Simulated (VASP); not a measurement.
Wanted: the native input for a VASP 6.6.1 run.

- Task: band structure
- Functional: HSE06
- Potentials or basis: VASP PAW PBE potentials, release 64 (Cd, O)
- Cutoff: 520 eV
- k mesh: 6 × 6 × 6
- Occupations: gaussian, width 0.03 eV
- Spin: no spin polarisation
- Grid for exact exchange (PRECFOCK): Fast
- Screening parameter: 0.2 1/A
- Further INCAR settings: ALGO = Normal; EDIFF = 1e-07; NBANDS = 16

Crystal: CdO (Monteponite).

```
Cd O
1.0
     0.00000    2.35240    2.35240
     2.35240    0.00000    2.35240
     2.35240    2.35240    0.00000
Cd O
1 1
Direct
  0.00000 0.00000 0.00000
  0.50000 0.50000 0.50000
```

One way to write it, as run:

POSCAR

```
CdO                                     
1.0
    0.0000000000      2.3523961157      2.3523961157
    2.3523961157      0.0000000000      2.3523961157
    2.3523961157      2.3523961157      0.0000000000
  Cd              O             
     1     1
Direct
     0.0000000000000000    0.0000000000000000    0.0000000000000000
     0.5000000000000000    0.5000000000000000    0.5000000000000000
```

INCAR.step1

```
SYSTEM = CdO
ALGO = Normal
EDIFF = 1E-5
ENCUT = 520
GGA = PE
ISIF = 2
ISMEAR = 0
KPAR = 4
LASPH = .TRUE.
LCHARG = .FALSE.
LREAL = .FALSE.
LWAVE = .TRUE.
NBANDS = 16
NELM = 80
PREC = Accurate
SIGMA = 0.03
```

INCAR.step2

```
SYSTEM = CdO
ALGO = Normal
EDIFF = 1E-7
ENCUT = 520
GGA = PE
HFSCREEN = 0.2
ISIF = 2
ISMEAR = 0
ISTART = 1
KPAR = 4
LASPH = .TRUE.
LCHARG = .FALSE.
LHFCALC = .TRUE.
LREAL = .FALSE.
LWAVE = .FALSE.
NBANDS = 16
NELM = 80
PREC = Accurate
PRECFOCK = Fast
SIGMA = 0.03
```

KPOINTS

```
k-points
0
G
  6 6 6
  0 0 0
```

KPOINTS_OPT

```
explicit points
6
Reciprocal
 0.0000000000  0.0000000000  0.0000000000 1
 0.3750000000  0.3750000000  0.7500000000 1
 0.5000000000  0.5000000000  0.5000000000 1
 0.6250000000  0.2500000000  0.6250000000 1
 0.5000000000  0.2500000000  0.7500000000 1
 0.5000000000  0.0000000000  0.5000000000 1
```

Potentials or basis: VASP PAW PBE potentials, release 64 (Cd, O).

Launch:

```bash
$ cat potpaw_PBE.64/Cd/POTCAR potpaw_PBE.64/O/POTCAR > POTCAR
$ cp INCAR.step1 INCAR
$ mpirun -np 4 vasp_std > vasp.out
$ cp INCAR.step2 INCAR
$ mpirun -np 4 vasp_std > vasp.out
```

Results of the run:

```yaml
Pressure: 1.7 GPa
Band_gap_on_the_k_mesh: 0.89 eV, indirect (least direct gap 2.23 eV)
Band_gap_along_the_path: 0.89 eV, indirect (least direct gap 2.23 eV)
```

Caveat: the PAW data sets were made with another functional, which shifts forces and pressure a little.

Wall time 3.3 min on 4 MPI ranks on Intel(R) Xeon(R) Platinum 8488C (Sapphire Rapids), with other jobs on the host, peak memory 0.26 GiB a rank.
